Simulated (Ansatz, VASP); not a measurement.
**FeO (Wuestite): VASP beside Ansatz**

```
Fe O
1.0
     1.51437    0.87432    2.47305
    -1.51437    0.87432    2.47305
     0.00000   -1.74865    2.47305
Fe O
1 1
Cartesian
  0.0000 0.0000 0.0000
  0.0000 0.0000 3.7096
```

Alike in both runs: functional PBE; dispersion D3(BJ); k mesh 18 × 18 × 18; occupations gaussian, width 0.1 eV; collinear spin.

Ansatz relaxed the structure, and its values are those at the end. VASP's run is a single point on that final structure, the one shown.

|  | VASP | Ansatz |
| --- | --- | --- |
| version | VASP 6.6.1 | Ansatz 0.2.0 |
| potentials or method | VASP PAW PBE potentials, release 64 (Fe, O) | scalar-relativistic, plane waves, PAW |
| plane-wave cutoff (eV) | 520 | 420 |
| valence electrons in the cell | 14 | 22 |

VASP gave:

- gap on the k mesh at the Fermi level (eV): none
- pressure (GPa): 0.1
- net moment per atom (μB): 2.00
- size of the moment on the site where the two differ most (μB): 3.62

Question: Which values does Ansatz return?

Answer: gap on the k mesh at the Fermi level (eV): none; pressure (GPa): 0.0; net moment per atom (μB): 2.00; size of the moment on the site where the two differ most (μB): 3.44.

Site moments also hang on the region over which each program counts them. A gap of «none» marks a metal or a gap that the smearing closes. The two sets of potentials don't hold the same shells in valence. Ansatz warned: «dispersion_switch_in_reach».

Caveats: a cell with one magnetic atom can't hold antiferromagnetic order, which such compounds often take; semilocal functionals often make such compounds metallic where correlation or magnetic order opens a gap, which also shifts bond lengths; pairwise dispersion overbinds metals, which lowers pressure and volume.
